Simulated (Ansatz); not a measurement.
A 2-atom cell of KI (Fm-3m) from a materials database at its r2SCAN geometry, run in the plane-wave code Ansatz at 2 levels of theory. No spin polarisation and no zero-point or thermal motion.

The DDH-PBE0 input:
```yaml
crystal:
  lattice:
    - [0.0, 3.54448506, 3.54448506]
    - [3.54448506, 0.0, 3.54448506]
    - [3.54448506, 3.54448506, 0.0]
  atoms:
    - { symbol: K, position: [0.0, 0.0, 0.0] }
    - { symbol: I, position: [0.5, 0.5, 0.5] }
  host: atoms
kpoints:
  mp_grid: { grid: [4, 4, 4] }
  band_path:
    path:
      - [0.0, 0.0, 0.0]
      - [0.5, 0.0, 0.5]
      - [0.625, 0.25, 0.625]
      - [0.375, 0.375, 0.75]
      - [0.5, 0.5, 0.5]
      - [0.5, 0.25, 0.75]
    npoints: 1
hamiltonian:
  xc:
    exchange: pbe
    correlation: pbe
    exx: { coeff: inverse_dielectric }
scf:
  occupations: { method: fixed }
  n_extra_bands: 4
output:
  forces: true
  stress: true
  eigenvalues: true
```

Main results, then, where recorded, the levels near the gap in eV from the Fermi energy (columns number the bands from 0), one row a point of the path (Γ, X, U, K, L, W):
```
Crystal: 2 atoms, lattice volume = 89.061 Å³
Symmetry: 48 space group operations
Space group: Fm-3m (ITA 225)
```
```
ε∞ on k-mesh 4×4×4 of a primitive cell: xx 2.8582, yy 2.8582, zz 2.8582; 3/Tr ε∞, of that cell with its empty space = 0.3498650689628477
Basis set: ecut = 420 eV, 1807 PW (Γ)
k-points: 8 of 64
Exchange kernel: α = 0.3499, full range, Wigner–Seitz truncation, v(0) = 11061.7817 eV·Å³, q-mesh 4×4×4
hybrid outer 1: dexx = +9.403e-3 eV, tail = 4.13e-5 eV
hybrid outer 2: dexx = +6.746e-7 eV, tail = 4.09e-8 eV, Δε = 7.14e-3 eV
hybrid SCF converged: 2 outer / 9 inner (+2 warm-up)
Free energy (F): -9060.823693 eV
Fermi energy:    0.653810 eV
--- Stress (GPa, compression-positive) ---
        0.175736       0.000000       0.000000
        0.000000       0.175736       0.000000
        0.000000       0.000000       0.175736
  P = ⅓ Tr σ = 0.1757 GPa (1.757 kbar)
```
```tsv
band_10	band_11	band_12	band_13	band_14	band_15
0.000	0.000	0.000	6.320	9.123	9.123
-1.125	-0.416	-0.416	7.335	8.256	11.084
-0.961	-0.828	-0.423	8.046	9.176	10.154
-0.961	-0.828	-0.423	8.046	9.176	10.154
-1.450	-0.361	-0.361	7.857	10.372	10.695
-0.814	-0.814	-0.650	8.964	8.964	9.209
```

With DDH-PBE0 the gap is 6.32 eV and direct, at Γ.

Q: In the first input these blocks are replaced (the band path and keys that only write files left aside):
```yaml
hamiltonian:
  xc: r2scan0
```
(crystal.host left out)
What comes out?

A:
```
Basis set: ecut = 500 eV, 2229 PW (Γ)
k-points: 8 of 64
Exchange kernel: α = 0.2500, full range, Wigner–Seitz truncation, v(0) = 11061.7817 eV·Å³, q-mesh 4×4×4
hybrid outer 1: dexx = +1.165e-3 eV, tail = 7.46e-6 eV
hybrid outer 2: dexx = +1.114e-7 eV, tail = 1.70e-8 eV, Δε = 2.14e-3 eV
hybrid SCF converged: 2 outer / 8 inner (+2 warm-up)
Free energy (F): -9074.042985 eV
Fermi energy:    0.885701 eV
--- Stress (GPa, compression-positive) ---
       -0.051916       0.000000       0.000000
        0.000000      -0.051916       0.000000
        0.000000       0.000000      -0.051916
  P = ⅓ Tr σ = -0.0519 GPa (-0.519 kbar)
```
```tsv
band_10	band_11	band_12	band_13	band_14	band_15
0.000	0.000	0.000	5.964	8.687	8.687
-1.107	-0.408	-0.408	6.879	7.948	10.693
-0.946	-0.812	-0.415	7.606	8.860	9.727
-0.946	-0.812	-0.415	7.606	8.860	9.727
-1.420	-0.355	-0.355	7.439	9.950	10.323
-0.802	-0.802	-0.636	8.521	8.521	8.901
```
The r2SCAN0 gap is direct at Γ: 5.96 eV. The mean stress, -0.1 GPa, is small, and the program warns that its thresholds are loose for a hybrid's stress.

Totals of different functionals can't be compared.

Spin-orbit coupling is left out, which matters wherever the heavy atoms make up the band edges.

The meshes of the hybrids are coarse, so their gaps aren't converged to the digits shown.
